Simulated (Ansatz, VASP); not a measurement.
## MgI2 in VASP and in Ansatz

```
Mg I
1.0
     4.15721    0.00000    0.00000
    -2.07861    3.60025    0.00000
     0.00000    0.00000    6.87333
Mg I
1 2
Cartesian
  0.0000 0.0000 0.0000
  0.0000 2.4002 1.6676
  2.0786 1.2001 5.2057
```

The cell was built by a generator and needn't be a form met in nature.

Alike in both runs: task single point; functional PBE; k mesh 12 × 12 × 4; occupations fermi-dirac, width 0.02 eV; no spin polarisation.

|  | VASP | Ansatz |
| --- | --- | --- |
| version | VASP 6.6.1 | Ansatz 0.2.0 |
| potentials or method | VASP PAW PBE potentials, release 64 (Mg, I) | plane waves, PAW |
| plane-wave cutoff (eV) | 520 | 420 |
| valence electrons in the cell | 16 | 44 |

```csv
,VASP,Ansatz,Ansatz less VASP
gap on the k mesh at the Fermi level (eV),3.51,3.53,+0.019
pressure (GPa),1.1,1.1,+0.06
largest component of the traceless stress (GPa),0.16,0.15,-0.006
rms of the force components (eV/Å),0.001,0.005,+0.0047
```

Atom by atom the forces differ by 0.005 eV/Å (rms over components). The functional is the same, so the differences come from potentials, cutoffs and numerics. The two sets of potentials don't hold the same shells in valence.

Caveats: spin-orbit coupling is left out, which moves the levels of the heavy elements; this functional lacks dispersion, which binds the layers, so the pressure and a relaxed spacing across them are unreliable. PBE gaps usually lie below the measured ones, often by a third to a half. A k mesh can miss the band edges.
